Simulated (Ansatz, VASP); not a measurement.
# Mo: VASP beside Ansatz

The input INCAR:

```
SYSTEM = Mo
PREC = Accurate ; ENCUT = 520
EDIFF = 1E-6 ; ISMEAR = -1
SIGMA = 0.1 ; LREAL = .FALSE.
LASPH = .TRUE. ; NELM = 100
ALGO = Normal ; ISIF = 2
LWAVE = .FALSE. ; LCHARG = .FALSE.
GGA = CA ; NBANDS = 21
```

Contents of KPOINTS:

```
regular mesh
0
G
  15 15 8
  0 0 0
```

The input POSCAR:

```
Mo
1.0
    2.8240297319      0.0000000000      0.0000000000
   -1.4120148659      2.4456814889      0.0000000000
    0.0000000000      0.0000000000      4.9686586086
Mo
2
Direct
    0.3333333333      0.6666666667      0.2500000000
    0.6666666667      0.3333333333      0.7500000000
```

Input for Ansatz:

```yaml
crystal:
  lattice:
    - [2.8240297319, 0.0, 0.0]
    - [-1.4120148659, 2.4456814889, 0.0]
    - [0.0, 0.0, 4.9686586086]
  atoms:
    - { symbol: Mo, position: [0.3333333333, 0.6666666667, 0.25] }
    - { symbol: Mo, position: [0.6666666667, 0.3333333333, 0.75] }
hamiltonian:
  xc: lda
  pseudopotentials:
    kind: paw
    azcp:
      Mo: "pseudopotentials/Mo.paw.azcp"
basis:
  ecutwfc: 420
  fft_grid_basis: typed
kpoints:
  mp_grid: { grid: [15, 15, 8], shift: [0, 0, 0] }
magnetization:
  spin_polarized: false
scf:
  occupations: { method: fermi_dirac, width: 0.1 }
  lower_state_search: "off"
output:
  stress: true
```

Alike in both runs: task single point; functional LDA; k mesh 15 × 15 × 8; occupations fermi-dirac, width 0.1 eV; no spin polarisation.

|  | VASP | Ansatz |
| --- | --- | --- |
| version | VASP 6.6.1 | Ansatz 0.2.0 |
| potentials or method | VASP PAW LDA potentials, release 64 (Mo_sv) | plane waves (420 eV) with PAW, scalar-relativistic |
| plane-wave cutoff (eV) | 520 | 420 |
| valence electrons in the cell | 28 | 28 |

```tsv
	VASP	Ansatz	Ansatz less VASP
pressure (GPa)	-23.3	-24.1	-0.76
largest component of the traceless stress (GPa)	2.59	2.73	+0.134
```

Ansatz warned: «pseudo_functional_mismatch».

Caveats: so large a pressure means that the cell lies far from this level's equilibrium, or that cutoff or potentials fall short (VASP).
